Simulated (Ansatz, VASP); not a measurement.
**InP: VASP beside Ansatz**

```xyz
2
Lattice="0.0000 2.9686 2.9686 2.9686 0.0000 2.9686 2.9686 2.9686 0.0000" Properties=species:S:1:pos:R:3 pbc="T T T"
In    0.0000    0.0000    0.0000
P     1.4843    1.4843    1.4843
```

Change from the starting cell: hydrostatic strain +0.5%.

Alike in both runs: task single point; functional r2SCAN; k mesh 8 × 8 × 8; no spin polarisation.

|  | VASP | Ansatz |
| --- | --- | --- |
| version | VASP 6.6.1 | Ansatz 0.2.0 |
| potentials or method | VASP PAW PBE potentials, release 64 (In_d, P) | plane waves, PAW |
| plane-wave cutoff (eV) | 520 | 500 |
| occupations | gaussian, width 0.01 eV | fixed |
| valence electrons in the cell | 18 | 18 |

```csv
,VASP,Ansatz,Ansatz less VASP
gap on the k mesh at the Fermi level (eV),0.94,0.94,-0.003
pressure (GPa),-1.1,-1.0,+0.10
```

Caveats: the PAW data sets were made with another functional, which shifts forces and pressure a little (VASP); spin-orbit coupling is left out, which moves the levels of the heavy elements.
